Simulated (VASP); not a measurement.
# TiS2 (P-3m1) in VASP: settings compared

One crystal, TiS2, is run at these levels: PBE, LDA; tasks: band structure.

Everything below comes from runs of VASP 6.6.1. Logs are shortened: lines on timing, memory, paths and dates and some standing lists are left out, and cuts for length are marked.

### Step 1. The structure

Symmetry: P-3m1, No. 164, trigonal system. The conventional cell has a = 3.358 Å, b = 3.358 Å, c = 5.523 Å, α = 90.00°, β = 90.00°, γ = 120.00°. Ti (site symmetry -3m) has 6 S at 2.41 Å as nearest neighbours. S (site symmetry 3m) has 3 Ti at 2.41 Å as nearest neighbours.

### Step 2. Band structure, PBE

Input file INCAR:

```
SYSTEM = TiS2
ALGO = Normal
EDIFF = 1E-6
ENCUT = 520
GGA = PE
ISIF = 2
ISMEAR = 1
LASPH = .True.
LCHARG = .False.
LMAXMIX = 4
LREAL = .False.
LWAVE = .False.
NBANDS = 19
NELM = 80
PREC = Accurate
SIGMA = 0.1
```

Input file KPOINTS:

```
k-points
0
Gamma
  12 12 7
  0 0 0
```

Input file POSCAR:

```
TiS2                                    
1.0
    3.3584555061      0.0000000000      0.0000000000
   -1.6792277531      2.9085077858      0.0000000000
    0.0000000000      0.0000000000      5.5230876405
  Ti              S             
     1     2
Direct
     0.0000000000000000    0.0000000000000000    0.0000000000000000
     0.3333333332999970    0.6666666667000030    0.2587672932822827
     0.6666666667000030    0.3333333332999970    0.7412327067177173
```

Input file KPOINTS_OPT:

```
explicit points
258
Reciprocal
 0.0000000000  0.0000000000  0.0000000000 1
 0.0263157895  0.0000000000  0.0000000000 1
 0.0526315789  0.0000000000  0.0000000000 1
 0.0789473684  0.0000000000  0.0000000000 1
 0.1052631579  0.0000000000  0.0000000000 1
 0.1315789474  0.0000000000  0.0000000000 1
[... 250 lines left out ...]
 0.5000000000  0.0000000000  0.0317235600 1
 0.5000000000  0.0000000000 -0.0317235600 1
```

Potentials or basis: VASP PAW PBE potentials, release 64 (Ti_sv, S).

Started as:

```bash
cat potpaw_PBE.64/Ti_sv/POTCAR potpaw_PBE.64/S/POTCAR > POTCAR
mpirun -np 1 vasp_std > vasp.out
```

OUTCAR:

```text
SYSTEM = TiS2
   EDIFF = 1E-6
   ENCUT = 520
   GGA = PE
   ISIF = 2
   ISMEAR = 1
   LASPH = .True.
   LREAL = .False.
   NELM = 80
   PREC = Accurate

 ion  position               nearest neighbor table
   1  0.000  0.000  0.000-   2 2.41   3 2.41   3 2.41   2 2.41   3 2.41   2 2.41
   2  0.333  0.667  0.259-   1 2.41   1 2.41   1 2.41
   3  0.667  0.333  0.741-   1 2.41   1 2.41   1 2.41

  LATTYP: Found a hexagonal cell.
 ALAT       =     3.3584555061
 C/A-ratio  =     1.6445320268

  Lattice vectors:

 A1 = (   3.3584555061,   0.0000000000,   0.0000000000)
 A2 = (  -1.6792277531,   2.9085077858,   0.0000000000)
 A3 = (   0.0000000000,   0.0000000000,   5.5230876405)

Analysis of symmetry for initial positions (statically):
=====================================================================
 Subroutine PRICEL returns:
 Original cell was already a primitive cell.

 Routine SETGRP: Setting up the symmetry group for a
 hexagonal supercell.

 Subroutine GETGRP returns: Found 12 space group operations
 (whereof 12 operations were pure point group operations)
 out of a pool of 24 trial point group operations.

The static configuration has the point symmetry D_3d.

Analysis of symmetry for dynamics (positions and initial velocities):
=====================================================================
 Subroutine PRICEL returns:
 Original cell was already a primitive cell.

 Routine SETGRP: Setting up the symmetry group for a
 hexagonal supercell.

 Subroutine GETGRP returns: Found 12 space group operations
 (whereof 12 operations were pure point group operations)
 out of a pool of 24 trial point group operations.

The dynamic configuration has the point symmetry D_3d.

 Subroutine INISYM returns: Found 12 space group operations
 (whereof 12 operations are pure point group operations),
 and found     1 'primitive' translations

----------------------------------------------------------------------------------------

                                     Primitive cell

  volume of cell :      53.9500

  direct lattice vectors                    reciprocal lattice vectors
     3.358455506  0.000000000  0.000000000     0.297755917  0.171909459  0.000000000
    -1.679227753  2.908507786  0.000000000     0.000000000  0.343818918  0.000000000
     0.000000000  0.000000000  5.523087641     0.000000000  0.000000000  0.181058144

  length of vectors
     3.358455506  3.358455506  5.523087641     0.343818918  0.343818918  0.181058144

  position of ions in fractional coordinates (direct lattice)
     0.000000000  0.000000000  0.000000000
     0.333333333  0.666666667  0.258767293
     0.666666667  0.333333333  0.741232707

  ion indices of the primitive-cell ions
   primitive index   ion index
                 1           1
                 2           2
                 3           3

----------------------------------------------------------------------------------------

 KPOINTS: k-points

Automatic generation of k-mesh.
 Grid dimensions read from file:
 generate k-points for:   12   12    7

 Generating k-lattice:

  Cartesian coordinates                     Fractional coordinates (reciprocal lattice)
     0.024812993  0.014325788  0.000000000     0.083333333  0.000000000  0.000000000
     0.000000000  0.028651577  0.000000000     0.000000000  0.083333333  0.000000000
     0.000000000  0.000000000  0.025865449     0.000000000  0.000000000  0.142857143

  Length of vectors
     0.028651577  0.028651577  0.025865449

  Shift w.r.t. Gamma in fractional coordinates (k-lattice)
     0.000000000  0.000000000  0.000000000

 Subroutine IBZKPT returns following result:
 ===========================================

 Found    112 irreducible k-points:

 Following reciprocal coordinates:
            Coordinates               Weight
  0.000000  0.000000  0.000000      1.000000
  0.083333 -0.000000  0.000000      6.000000
  0.166667 -0.000000  0.000000      6.000000
  0.250000  0.000000  0.000000      6.000000
  0.333333  0.000000  0.000000      6.000000
  0.416667 -0.000000  0.000000      6.000000
[... 16 lines left out ...]
  0.166667 -0.000000  0.142857      6.000000
  0.000000  0.166667  0.142857      6.000000
 [... further k-points ...]
   k-points           NKPTS =    112   k-points in BZ     NKDIM =    112   number of bands    NBANDS=     19
   number of dos      NEDOS =    301   number of ions     NIONS =      3
   total plane-waves  NPLWV =  32928
   dimension x,y,z NGX =    28 NGY =   28 NGZ =   42
   dimension x,y,z NGXF=    56 NGYF=   56 NGZF=   84
   ions per type =               1   2
   NGX,Y,Z   is equivalent  to a cutoff of  13.86, 13.86, 12.64 a.u.
   NGXF,Y,Z  is equivalent  to a cutoff of  27.72, 27.72, 25.28 a.u.
 SYSTEM =  TiS2
   PREC   = accura    normal or accurate (medium, high low for compatibility)
   ISTART =      0    job   : 0-new  1-cont  2-samecut
   ICHARG =      2    charge: 1-file 2-atom 10-const
   ISPIN  =      1    spin polarized calculation?
   LNONCOLLINEAR =      F non collinear calculations
   LSORBIT =      F    spin-orbit coupling
   LASPH  =      T    aspherical Exc in radial PAW
   ENCUT  =  520.0 eV  38.22 Ry    6.18 a.u.   6.24  6.24 10.27*2*pi/ulx,y,z
   NELM   =     80;   NELMIN=  2; NELMDL= -5     # of ELM steps
   EDIFF  = 0.1E-05   stopping-criterion for ELM
   LREAL  =      F    real-space projection
   EDIFFG = 0.1E-04   stopping-criterion for IOM
   NSW    =      0    number of steps for IOM
   IBRION =     -1    ionic relax: 0-MD 1-quasi-New 2-CG
   NFREE  =      0    steps in history (QN), initial steepest desc. (CG)
   ISIF   =      2    stress and relaxation
   ISYM   =      2    0-nonsym 1-usesym 2-fastsym
   POTIM  = 0.5000    time-step for ionic-motion
   TEBEG  =    0.0;   TEEND  =   0.0 temperature during run
   PSTRESS=    0.0 pullay stress
   NELECT =      24.0000    total number of electrons
   NUPDOWN=      -1.0000    fix difference up-down
   EMIN   =  10.00;   EMAX   =-10.00  energy-range for DOS
   EFERMI =   0.00;   METHOD = LEGACY
   ISMEAR =     1;   SIGMA  =   0.10  broadening in eV -4-tet -1-fermi 0-gaus
   EFERMI_NEDOS =   21; number of points for ismear=-14 and -15
   IALGO  =     38    algorithm
   IMIX   =      4    mixing-type and parameters
     AMIX     =   0.40;   BMIX     =  1.00
     AMIX_MAG =   1.60;   BMIX_MAG =  1.00
  volume/ion in A,a.u.               =      17.98       121.36
  Fermi-wavevector in a.u.,A,eV,Ry     =   1.249726  2.361639 21.249770  1.561814
  Thomas-Fermi vector in A             =   2.383753
   LORBIT       =      0    0 simple, 1 ext, 2 COOP (PROOUT), +10 PAW based schemes
   GGA     = PE    functional components
   LHFCALC =     F    Hartree Fock is set to
   AEXX    =    0.0000 exact exchange contribution
   IVDW    =     0    specifies the selected vdW correction
   LEPSILON=     F    determine dielectric tensor
   LRPA    =     F    only Hartree local field effects (RPA)
 non-spin polarized calculation
 Methfessel and Paxton  Order N= 1 SIGMA  =   0.10
  energy-cutoff  :      520.00
  volume of cell :       53.95
 maximum number of plane-waves:      1472
 NGX is ok and might be reduce to    28
   NGX = 13   NGY = 13   NGZ = 21

 number of electron      23.9999997 magnetization

 Free energy of the ion-electron system (eV)
  ---------------------------------------------------
  ext. energy  EPLUGINS =         0.00000000
  ---------------------------------------------------
  free energy    TOTEN  =       -19.87611032 eV

  energy without entropy =      -19.87643593  energy(sigma->0) =      -19.87621886

 E-fermi :   6.1608     XC(G=0): -10.4422

 val. band max:        6.1590314960   @ k =   0.0000   0.0000   0.2857
 cond. band min:       6.2149311489   @ k =   0.4167  -0.0000   0.4286
 fundamental gap:      0.0558996529
 Fermi energy:         6.1608048603

 k-point     1 :       0.0000    0.0000    0.0000
  band No.  band energies     occupation
      1     -51.3914      2.00000
      2     -27.6259      2.00000
      3     -27.5750      2.00000
      4     -27.5750      2.00000
      5      -7.8772      2.00000
      6      -5.9736      2.00000
[... 11 lines left out ...]
     18      12.2341      0.00000
     19      13.4589      0.00000

 k-point     2 :       0.0833   -0.0000    0.0000
  band No.  band energies     occupation
      1     -51.3904      2.00000
      2     -27.6238      2.00000
      3     -27.5853      2.00000
      4     -27.5773      2.00000
      5      -7.7896      2.00000
      6      -5.9556      2.00000
[... 11 lines left out ...]
     18      12.7443      0.00000
     19      13.8268      0.00000

 k-point     3 :       0.1667   -0.0000    0.0000
  band No.  band energies     occupation
      1     -51.3877      2.00000
      2     -27.6184      2.00000
      3     -27.6131      2.00000
      4     -27.5837      2.00000
      5      -7.5375      2.00000
      6      -5.9071      2.00000
[... 11 lines left out ...]
     18      13.6012      0.00000
     19      14.6058      0.00000

 k-point     4 :       0.2500    0.0000    0.0000
  band No.  band energies     occupation
      1     -51.3840      2.00000
      2     -27.6517      2.00000
      3     -27.6103      2.00000
      4     -27.5923      2.00000
      5      -7.1537      2.00000
      6      -5.8459      2.00000
[... 407 lines left out ...]
     18      12.7933      0.00000
     19      14.1236      0.00000

 k-point    23 :       0.1667   -0.0000    0.1429
  band No.  band energies     occupation
      1     -51.3877      2.00000
      2     -27.6185      2.00000
      3     -27.6131      2.00000
      4     -27.5837      2.00000
      5      -7.4736      2.00000
      6      -6.0192      2.00000
[... 11 lines left out ...]
     18      13.8366      0.00000
     19      14.5839      0.00000

 k-point    24 :       0.0000    0.1667    0.1429
  band No.  band energies     occupation
      1     -51.3877      2.00000
      2     -27.6185      2.00000
      3     -27.6131      2.00000
      4     -27.5837      2.00000
      5      -7.4826      2.00000
      6      -6.0018      2.00000
[... 11 lines left out ...]
     18      13.4822      0.00000
     19      14.8090      0.00000

 [... further k-points ...]

------------------------ aborting loop because EDIFF is reached ----------------------------------------

  FORCE on cell =-STRESS in cart. coord.  units (eV):
  Direction    XX          YY          ZZ          XY          YZ          ZX
  --------------------------------------------------------------------------------------
  -------------------------------------------------------------------------------------
  Total        1.2456603      1.2456603      1.3200416     -0.0000000      0.0000000     -0.0000000
  in kB       36.9929041     36.9929041     39.2018382     -0.0000000      0.0000000     -0.0000000
  external PRESSURE =      37.7292154 kB  Pullay stress =       0.0000000 kB

 VOLUME and BASIS-vectors are now :
 -----------------------------------------------------------------------------
  energy-cutoff  :      520.00
  volume of cell :       53.95
      direct lattice vectors                 reciprocal lattice vectors
     3.358455506  0.000000000  0.000000000     0.297755917  0.171909459  0.000000000
    -1.679227753  2.908507786  0.000000000     0.000000000  0.343818918  0.000000000
     0.000000000  0.000000000  5.523087641     0.000000000  0.000000000  0.181058144

 POSITION                                       TOTAL-FORCE (eV/Angst)
 -----------------------------------------------------------------------------------
      0.00000      0.00000      0.00000        -0.000000      0.000000     -0.000000
     -0.00000      1.93901      1.42919         0.000000      0.000000     -0.012184
      1.67923      0.96950      4.09389        -0.000000     -0.000000      0.012184
 -----------------------------------------------------------------------------------
    total drift:                                0.000000      0.000000      0.000000

  FREE ENERGIE OF THE ION-ELECTRON SYSTEM (eV)
  ---------------------------------------------------
  free  energy   TOTEN  =       -19.8761103170 eV

  energy  without entropy=      -19.8764359328  energy(sigma->0) =      -19.87621886
```

It took 2.4 min on 1 thread of Intel Xeon 6975P-C (Granite Rapids), shared host; peak memory 0.32 GiB.

What came out:

| Property | Result |
| --- | --- |
| Free energy | -19.8761 eV |
| Pressure | 3.8 GPa |
| Largest force | 0.012 eV/Å |
| Band gap along the path | none (metal or under the smearing width) |

Forces on the atoms (eV/Å):
```
Ti   0.000  0.000  0.000
S    0.000  0.000 -0.012
S    0.000  0.000  0.012
```

Levels at the corners of the path, in eV from the Fermi level:
```csv
point,band 9,band 10,band 11,band 12,band 13,band 14,band 15,band 16
Γ,-2.78,0.16,0.16,0.16,0.54,0.54,0.87,3.46
M,-3.05,-2.91,-2.64,-1.65,0.18,1.65,2.10,3.77
M,-3.05,-2.91,-2.64,-1.65,0.18,1.65,2.10,3.77
K,-4.28,-2.78,-2.78,-2.36,1.28,1.92,1.92,3.04
K,-4.28,-2.78,-2.78,-2.36,1.28,1.92,1.92,3.04
Γ,-2.78,0.16,0.16,0.16,0.54,0.54,0.87,3.46
Γ,-2.78,0.16,0.16,0.16,0.54,0.54,0.87,3.46
A,-2.71,-2.71,-0.10,-0.10,0.51,0.51,1.58,3.89
A,-2.71,-2.71,-0.10,-0.10,0.51,0.51,1.58,3.89
L,-2.93,-2.90,-1.18,-1.16,-0.14,1.65,2.06,3.36
L,-2.93,-2.90,-1.18,-1.16,-0.14,1.65,2.06,3.36
H,-3.87,-3.29,-2.25,-2.25,1.30,1.49,1.49,3.87
H,-3.87,-3.29,-2.25,-2.25,1.30,1.49,1.49,3.87
A,-2.71,-2.71,-0.10,-0.10,0.51,0.51,1.58,3.89
L,-2.93,-2.90,-1.18,-1.16,-0.14,1.65,2.06,3.36
M,-3.05,-2.91,-2.64,-1.65,0.18,1.65,2.10,3.77
K,-4.28,-2.78,-2.78,-2.36,1.28,1.92,1.92,3.04
H,-3.87,-3.29,-2.25,-2.25,1.30,1.49,1.49,3.87
```

### Step 3. Band structure, LDA

Changes to INCAR since step 2:

```diff
@@ -4,3 +4,3 @@
 ENCUT = 520
-GGA = PE
+GGA = CA
 ISIF = 2
```

KPOINTS is that of step 2.

POSCAR is that of step 2.

KPOINTS_OPT is that of step 2.

Potentials or basis: VASP PAW LDA potentials, release 64 (Ti_sv, S).

Started as:

```bash
cat potpaw_LDA.64/Ti_sv/POTCAR potpaw_LDA.64/S/POTCAR > POTCAR
mpirun -np 1 vasp_std > vasp.out
```

Run time: 2.3 min. Hardware: 1 thread of Intel Xeon 6975P-C (Granite Rapids), shared host; peak memory 0.32 GiB.

The run converged. Its results:

| Property | Result |
| --- | --- |
| Free energy | -22.0110 eV |
| Pressure | -3.5 GPa |
| Largest force | 0.277 eV/Å |
| Band gap along the path | none (metal or under the smearing width) |

Forces in eV/Å, atoms in the order of the input:
```
Ti   0.000  0.000  0.000
S    0.000  0.000 -0.277
S    0.000  0.000  0.277
```

Stress tensor (GPa, compression positive):
```
-3.66  0.00  0.00
 0.00 -3.66  0.00
 0.00  0.00 -3.13
```

Levels at the corners of the path, in eV from the Fermi level:
| point | band 8 | band 9 | band 10 | band 11 | band 12 | band 13 | band 14 | band 15 | band 16 | band 17 |
| --- | --- | --- | --- | --- | --- | --- | --- | --- | --- | --- |
| Γ | -2.74 | -2.74 | 0.22 | 0.22 | 0.22 | 0.52 | 0.52 | 0.83 | 3.51 | 3.51 |
| M | -3.76 | -3.04 | -2.88 | -2.60 | -1.60 | 0.16 | 1.63 | 2.08 | 3.78 | 4.08 |
| M | -3.76 | -3.04 | -2.88 | -2.60 | -1.60 | 0.16 | 1.63 | 2.08 | 3.78 | 4.08 |
| K | -4.27 | -4.27 | -2.75 | -2.75 | -2.31 | 1.25 | 1.91 | 1.91 | 3.07 | 3.07 |
| K | -4.27 | -4.27 | -2.75 | -2.75 | -2.31 | 1.25 | 1.91 | 1.91 | 3.07 | 3.07 |
| Γ | -2.74 | -2.74 | 0.22 | 0.22 | 0.22 | 0.52 | 0.52 | 0.83 | 3.51 | 3.51 |
| Γ | -2.74 | -2.74 | 0.22 | 0.22 | 0.22 | 0.52 | 0.52 | 0.83 | 3.51 | 3.51 |
| A | -2.75 | -2.67 | -2.67 | -0.04 | -0.04 | 0.49 | 0.49 | 1.57 | 3.95 | 3.95 |
| A | -2.75 | -2.67 | -2.67 | -0.04 | -0.04 | 0.49 | 0.49 | 1.57 | 3.95 | 3.95 |
| L | -4.79 | -2.91 | -2.87 | -1.11 | -1.10 | -0.18 | 1.63 | 2.04 | 3.40 | 4.55 |
| L | -4.79 | -2.91 | -2.87 | -1.11 | -1.10 | -0.18 | 1.63 | 2.04 | 3.40 | 4.55 |
| H | -4.62 | -3.84 | -3.29 | -2.19 | -2.19 | 1.27 | 1.46 | 1.46 | 3.93 | 3.93 |
| H | -4.62 | -3.84 | -3.29 | -2.19 | -2.19 | 1.27 | 1.46 | 1.46 | 3.93 | 3.93 |
| A | -2.75 | -2.67 | -2.67 | -0.04 | -0.04 | 0.49 | 0.49 | 1.57 | 3.95 | 3.95 |
| L | -4.79 | -2.91 | -2.87 | -1.11 | -1.10 | -0.18 | 1.63 | 2.04 | 3.40 | 4.55 |
| M | -3.76 | -3.04 | -2.88 | -2.60 | -1.60 | 0.16 | 1.63 | 2.08 | 3.78 | 4.08 |
| K | -4.27 | -4.27 | -2.75 | -2.75 | -2.31 | 1.25 | 1.91 | 1.91 | 3.07 | 3.07 |
| H | -4.62 | -3.84 | -3.29 | -2.19 | -2.19 | 1.27 | 1.46 | 1.46 | 3.93 | 3.93 |
